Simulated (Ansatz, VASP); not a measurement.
SiC in VASP and in Ansatz

```
Si C
1.0
     2.91052    0.00000    0.00000
    -1.45526    2.52058    0.00000
     0.00000    0.00000    4.77753
Si C
2 2
Direct
  0.33333 0.66667 0.99970
  0.66667 0.33333 0.49970
  0.33333 0.66667 0.37530
  0.66667 0.33333 0.87530
```

Change from the starting cell: hydrostatic strain -5.4%.

Alike in both runs: task single point; functional PBE; k mesh 12 × 12 × 6; occupations fermi-dirac, width 0.02 eV; no spin polarisation.

|  | VASP | Ansatz |
| --- | --- | --- |
| version | VASP 6.6.1 | Ansatz 0.2.0 |
| potentials or method | VASP PAW PBE potentials, release 64 (Si, C) | plane waves, PAW |
| plane-wave cutoff (eV) | 520 | 420 |
| valence electrons in the cell | 16 | 16 |

VASP gave:

- gap on the k mesh at the Fermi level (eV): 1.95
- pressure (GPa): 54.7
- largest component of the traceless stress (GPa): 0.91
- rms of the force components (eV/Å): 0.004

Task: What did Ansatz give for the same quantities?

Result: gap on the k mesh at the Fermi level (eV): 1.95; pressure (GPa): 54.9; largest component of the traceless stress (GPa): 0.92; rms of the force components (eV/Å): 0.004.

Atom by atom the forces differ by 0.000 eV/Å (rms over components).

Caveats: so large a pressure means that the cell lies far from this level's equilibrium, or that cutoff or potentials fall short (VASP). A k mesh can miss the band edges.
